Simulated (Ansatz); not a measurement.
**Al on a Ga site in GaAs**

Level of theory: PBE, no spin polarisation, scalar-relativistic; Ansatz, plane waves to 420 eV (PAW set soft_2), k-mesh 3×3×3.

The relaxed host crystal (Kohn–Sham gap 0.16 eV on this mesh):

```yaml
crystal:
  lattice:
    - [0.00000, 2.87299, 2.87299]
    - [2.87299, 0.00000, 2.87299]
    - [2.87299, 2.87299, 0.00000]
  atoms:
    - { symbol: Ga, position: [0.00000, 0.00000, 0.00000] }
    - { symbol: As, position: [0.25000, 0.25000, 0.25000] }
```

Supercell of 32 atoms, rows of the matrix [[1,1,-3],[1,1,1],[1,-3,1]] times the cell vectors; Al on a Ga site at (0.000, 0.000, 0.000) in fractions of the cell above. Atoms are relaxed at the host's cell.

Distances from the Al atom (Å), by shell of the perfect crystal:

| shell | perfect crystal | relaxed, charge 0 |
| --- | --- | --- |
| 4 As | 2.49 | 2.48 |

```json
{"charge": "0", "gap of the cell on the mesh (eV)": "0.25"}
```

Formation energy of the neutral defect: -0.26 eV, taking atoms from and to the elements' standard states (no corrections for gases), so it belongs to those chemical potentials alone.

A negative value doesn't mean that the atoms enter by themselves: with the elements as reservoirs, compounds of them would form first.

Caveats: small supercell, so energies and levels can be off by tenths of an eV; the atoms kept the symmetry of the start, so a distorted state could lie lower.
